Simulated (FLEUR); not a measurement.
# Hf (Im-3m) in FLEUR: notebook, part 2 of 2

FLEUR MaX-R8.1 (later development tree).

## 3. Single point, PBEsol

This run uses another cell than the first one, of 21.17 Å³/atom, 0.947 times its volume.

Contents of inp.xml:

```xml
<?xml version="1.0" encoding="UTF-8" standalone="no"?>
<fleurInput fleurInputVersion="0.39">
   <comment>
      Hf                                                                                                  
   </comment>
   <calculationSetup>
      <cutoffs Kmax="4.1" Gmax="12.7" GmaxXC="12.7" numbands="0"/>
      <scfLoop itmax="60" minDistance="0.00001" maxIterBroyd="15" imix="Anderson" alpha="0.05" precondParam="0.0" spinf="2.0" sdNocoIR="T"/>
      <coreElectrons ctail="T" frcor="F" kcrel="0" coretail_lmax="0"/>
      <xcFunctional name="PBEs" relativisticCorrections="F"/>
      <magnetism jspins="1"/>
      <soc l_soc="F" theta="0.0" phi="0.0" spav="F"/>
      <expertModes spex="0" secvar="F"/>
      <geometryOptimization l_f="F" forcealpha="1.0" forcemix="BFGS" epsdisp="0.00001" epsforce="0.00001"/>
      <ldaU l_linMix="F" mixParam="0.05" spinf="1.0"/>
   </calculationSetup>
   <cell>
      <bzIntegration valenceElectrons="26.0" mode="hist" fermiSmearingEnergy="0.00183747">
         <kPointListSelection listName="default-1"/>
         <!-- k-points included here -->
         <xi:include xmlns:xi="http://www.w3.org/2001/XInclude" href="kpts.xml"> </xi:include>
      </bzIntegration>
      <!-- symmetry operations included here -->
      <xi:include xmlns:xi="http://www.w3.org/2001/XInclude" href="sym.xml"> </xi:include>
      <bulkLattice scale="1.0">
         <bravaisMatrix>
            <row-1>   -3.2932414761445181     3.2932414761445181     3.2932414761445181</row-1>
            <row-2>    3.2932414761445181    -3.2932414761445181     3.2932414761445181</row-2>
            <row-3>    3.2932414761445181     3.2932414761445181    -3.2932414761445181</row-3>
         </bravaisMatrix>
      </bulkLattice>
   </cell>
   <atomSpecies>
      <species name="Hafnium (Hf)" element="Hf" atomicNumber="72">
         <mtSphere radius="2.54" gridPoints="873" logIncrement="0.015"/>
         <atomicCutoffs lmax="10" lnonsphr="10"/>
         <electronConfig flipSpins="F">
            <coreConfig>(1s1/2) (2s1/2) (2p1/2) (2p3/2) (3s1/2) (3p1/2) (3p3/2) (4s1/2) (3d3/2) (3d5/2) (4p1/2) (4p3/2) (4d3/2) (4d5/2)</coreConfig>
            <valenceConfig>(5s1/2) (5p1/2) (5p3/2) (6s1/2) (4f5/2) (4f7/2) (5d3/2) (5d5/2)</valenceConfig>
            <stateOccupation state="(5d3/2)" spinUp="0.400000" spinDown="0.400000"/>
            <stateOccupation state="(5d5/2)" spinUp="0.600000" spinDown="0.600000"/>
         </electronConfig>
         <energyParameters s="6" p="6" d="5" f="4"/>
         <lo type="SCLO" l="0" n="5" eDeriv="0"/>
         <lo type="SCLO" l="1" n="5" eDeriv="0"/>
         <lo type="SCLO" l="2" n="5" eDeriv="2"/>
         <lo type="SCLO" l="3" n="4" eDeriv="2"/>
      </species>
   </atomSpecies>
   <atomGroups>
      <atomGroup species="Hafnium (Hf)">
         <relPos label="                   1">.0000000000 .0000000000 .0000000000</relPos>
         <force calculate="T" relaxXYZ="TTT"/>
      </atomGroup>
   </atomGroups>
   <output dos="F" band="F" slice="F">
      <checks vchk="F" cdinf="F"/>
      <bandDOS minEnergy="-.5*Htr" maxEnergy="0.5*Htr" sigma="0.015" storeEVData="T"/>
      <vacuumDOS vacdos="F" integ="F" star="F" nstars="0" locx1="0.0" locy1="0.0" locx2="0.0" locy2="0.0" nstm="0" tworkf="0.0"/>
      <unfoldingBand unfoldBand="F" supercellX="1" supercellY="1" supercellZ="1"/>
      <plotting iplot="0" polar="F">
         <plot TwoD="T" vec1="  1.0  0.0  0.0" vec2="  0.0  1.0  0.0" vec3="  0.0  0.0  1.0" zero="  0.0  0.0  0.0" file="plot"/>
      </plotting>
      <chargeDensitySlicing numkpt="0" minEigenval="0.0" maxEigenval="0.0" nnne="0" pallst="F"/>
      <specialOutput eonly="F"/>
      <moessbauerParams electricFieldGradient="T" isomerShift="T" coreHyperfine="T" valenceHyperfine="T"/>
      <magneticCircularDichroism mcd="F" energyLo="-10.0" energyUp="0.0"/>
   </output>
  <!-- We include the file relax.xml here to enable relaxations (see documentation) -->
  <xi:include xmlns:xi="http://www.w3.org/2001/XInclude" href="relax.xml"> <xi:fallback/> </xi:include>
</fleurInput>
```

Contents of crystal.txt:

```
Hf
&input cartesian=F /
-1.7427083392  1.7427083392  1.7427083392
1.7427083392  -1.7427083392  1.7427083392
1.7427083392  1.7427083392  -1.7427083392
1.8897261246
1.0 1.0 1.0

1
72 0.0000000000  0.0000000000  0.0000000000

&kpt div1=10 div2=10 div3=10 gamma=T /
```

Potentials or basis: all-electron, FLAPW.

Launch:

```sh
> inpgen -f crystal.txt -profile fastHighL
> # inp.xml edited to the form shown
> fleur_MPI
```

It took 16 s on 1 thread of Arm Neoverse V1, shared host; peak memory 0.07 GiB.

It converged, with:

- Free energy: -410709.1028 eV
- Band gap on the k mesh: none (metal or under the smearing width)
- Valence electrons inside the program's atomic spheres: Hf 23.87 (radii Hf 2.54 bohr)

Levels at points of the mesh, in eV from the Fermi level:
| k point | band 9 | band 10 | band 11 | band 12 | band 13 | band 14 | band 15 | band 16 | band 17 | band 18 |
| --- | --- | --- | --- | --- | --- | --- | --- | --- | --- | --- |
| (0.00, 0.00, 0.00) | -11.27 | -11.27 | -11.23 | -7.23 | 1.52 | 1.52 | 1.52 | 4.47 | 4.47 | 13.52 |
| (0.00, 0.00, 0.50) | -11.27 | -11.27 | -11.25 | -3.58 | -0.64 | 1.30 | 4.33 | 5.39 | 8.08 | 10.76 |
| (0.50, 0.50, 0.50) | -11.26 | -11.26 | -11.26 | -2.84 | -2.84 | 7.17 | 7.17 | 7.17 | 7.67 | 7.67 |

Core levels (eV from the Fermi level):
```tsv
atom	levels
1 Hf	1s1/2 -65171.6, 2s1/2 -11134.3, 2p1/2 -10634.0, 2p3/2 -9442.7, 3s1/2 -2532.5, 3p1/2 -2310.8, 3p3/2 -2055.5, 4s1/2 -505.5, 3d3/2 -1680.2, 3d5/2 -1624.5, 4p1/2 -414.7, 4p3/2 -356.2, 4d3/2 -207.0, 4d5/2 -196.3
```

Spin-orbit coupling is left out, which matters for the levels of Hf.

## 4. Single point, PBEsol

This run uses another cell than the first one, of 19.99 Å³/atom, 0.895 times its volume.

Changes to inp.xml since step 3:

```diff
@@ -26,5 +26,5 @@
          <bravaisMatrix>
-            <row-1>   -3.2932414761445181     3.2932414761445181     3.2932414761445181</row-1>
-            <row-2>    3.2932414761445181    -3.2932414761445181     3.2932414761445181</row-2>
-            <row-3>    3.2932414761445181     3.2932414761445181    -3.2932414761445181</row-3>
+            <row-1>   -3.2310899503004085     3.2310899503004085     3.2310899503004085</row-1>
+            <row-2>    3.2310899503004085    -3.2310899503004085     3.2310899503004085</row-2>
+            <row-3>    3.2310899503004085     3.2310899503004085    -3.2310899503004085</row-3>
          </bravaisMatrix>
@@ -34,3 +34,3 @@
       <species name="Hafnium (Hf)" element="Hf" atomicNumber="72">
-         <mtSphere radius="2.54" gridPoints="873" logIncrement="0.015"/>
+         <mtSphere radius="2.54" gridPoints="857" logIncrement="0.016"/>
          <atomicCutoffs lmax="10" lnonsphr="10"/>
```

Contents of crystal.txt:

```
Hf
&input cartesian=F /
-1.7098191681  1.7098191681  1.7098191681
1.7098191681  -1.7098191681  1.7098191681
1.7098191681  1.7098191681  -1.7098191681
1.8897261246
1.0 1.0 1.0

1
72 0.0000000000  0.0000000000  0.0000000000

&kpt div1=10 div2=10 div3=10 gamma=T /
```

Launch:

```sh
> inpgen -f crystal.txt -profile fastHighL
> # inp.xml edited to the form shown
> fleur_MPI
```

Wall time 15 s (1 thread of Arm Neoverse V1, shared host); peak memory 0.07 GiB.

It converged, with:

* Free energy: -410709.0743 eV
* Band gap on the k mesh: none (metal or under the smearing width)
* Valence electrons inside the program's atomic spheres: Hf 23.96 (radii Hf 2.54 bohr)

Levels at points of the mesh, in eV from the Fermi level:
| k point | band 10 | band 11 | band 12 | band 13 | band 14 | band 15 | band 16 | band 17 |
| --- | --- | --- | --- | --- | --- | --- | --- | --- |
| (0.00, 0.00, 0.00) | -11.13 | -11.09 | -7.43 | 1.52 | 1.52 | 1.52 | 4.65 | 4.65 |
| (0.00, 0.00, 0.50) | -11.14 | -11.12 | -3.80 | -0.78 | 1.54 | 4.55 | 5.67 | 8.60 |
| (0.50, 0.50, 0.50) | -11.12 | -11.12 | -3.15 | -3.15 | 7.60 | 7.60 | 7.60 | 8.15 |

Core levels (eV from the Fermi level):
| atom | levels |
| --- | --- |
| 1 Hf | 1s1/2 -65171.5, 2s1/2 -11134.1, 2p1/2 -10633.9, 2p3/2 -9442.6, 3s1/2 -2532.4, 3p1/2 -2310.6, 3p3/2 -2055.4, 4s1/2 -505.4, 3d3/2 -1680.1, 3d5/2 -1624.4, 4p1/2 -414.6, 4p3/2 -356.1, 4d3/2 -206.9, 4d5/2 -196.2 |

The run has no spin-orbit coupling, so splittings on Hf are missing.

## 5. Single point, PBEsol

This run uses another cell than the first one, of 18.82 Å³/atom, 0.842 times its volume.

Changes to inp.xml since step 4:

```diff
@@ -26,5 +26,5 @@
          <bravaisMatrix>
-            <row-1>   -3.2310899503004085     3.2310899503004085     3.2310899503004085</row-1>
-            <row-2>    3.2310899503004085    -3.2310899503004085     3.2310899503004085</row-2>
-            <row-3>    3.2310899503004085     3.2310899503004085    -3.2310899503004085</row-3>
+            <row-1>   -3.1664507358845722     3.1664507358845722     3.1664507358845722</row-1>
+            <row-2>    3.1664507358845722    -3.1664507358845722     3.1664507358845722</row-2>
+            <row-3>    3.1664507358845722     3.1664507358845722    -3.1664507358845722</row-3>
          </bravaisMatrix>
@@ -34,3 +34,3 @@
       <species name="Hafnium (Hf)" element="Hf" atomicNumber="72">
-         <mtSphere radius="2.54" gridPoints="857" logIncrement="0.016"/>
+         <mtSphere radius="2.54" gridPoints="839" logIncrement="0.016"/>
          <atomicCutoffs lmax="10" lnonsphr="10"/>
```

Contents of crystal.txt:

```
Hf
&input cartesian=F /
-1.6756135689  1.6756135689  1.6756135689
1.6756135689  -1.6756135689  1.6756135689
1.6756135689  1.6756135689  -1.6756135689
1.8897261246
1.0 1.0 1.0

1
72 0.0000000000  0.0000000000  0.0000000000

&kpt div1=10 div2=10 div3=10 gamma=T /
```

Launch:

```sh
> inpgen -f crystal.txt -profile fastHighL
> # inp.xml edited to the form shown
> fleur_MPI
```

It took 14 s on 1 thread of Arm Neoverse V1, shared host; peak memory 0.06 GiB.

The run converged. Its results:

```
Free energy                                           : -410708.9919 eV
Band gap on the k mesh                                : none (metal or under the smearing width)
Valence electrons inside the program's atomic spheres : Hf 24.08 (radii Hf 2.54 bohr)
```

Levels at points of the mesh, in eV from the Fermi level:
| k point | band 9 | band 10 | band 11 | band 12 | band 13 | band 14 | band 15 | band 16 | band 17 | band 18 |
| --- | --- | --- | --- | --- | --- | --- | --- | --- | --- | --- |
| (0.00, 0.00, 0.00) | -10.99 | -10.99 | -10.94 | -7.62 | 1.52 | 1.52 | 1.52 | 4.84 | 4.84 | 14.04 |
| (0.00, 0.00, 0.50) | -11.00 | -11.00 | -10.98 | -4.04 | -0.95 | 1.85 | 4.79 | 5.98 | 9.17 | 11.28 |
| (0.50, 0.50, 0.50) | -10.98 | -10.98 | -10.98 | -3.49 | -3.49 | 8.07 | 8.07 | 8.07 | 8.70 | 8.70 |

Core levels (eV from the Fermi level):
```tsv
atom	levels
1 Hf	1s1/2 -65171.4, 2s1/2 -11134.0, 2p1/2 -10633.7, 2p3/2 -9442.5, 3s1/2 -2532.2, 3p1/2 -2310.5, 3p3/2 -2055.2, 4s1/2 -505.3, 3d3/2 -1680.0, 3d5/2 -1624.3, 4p1/2 -414.5, 4p3/2 -356.0, 4d3/2 -206.8, 4d5/2 -196.1
```

The run has no spin-orbit coupling, so splittings on Hf are missing.

## 6. The runs side by side

| cell | gap on the mesh (eV) |
| --- | --- |
| Im-3m, 22.35 Å³/atom | none |
| Im-3m, 21.17 Å³/atom | none |
| Im-3m, 19.99 Å³/atom | none |
| Im-3m, 18.82 Å³/atom | none |

Alike in all rows: task single point; level PBEsol; potentials or basis all-electron, FLAPW; no spin polarisation; k mesh 10 × 10 × 10; smearing fermi-dirac 0.05 eV; kmax 4.1 1/bohr.

Every run on the cell as given and a fine mesh finds a metal.

Compare energies only between runs with the same functional and basis.
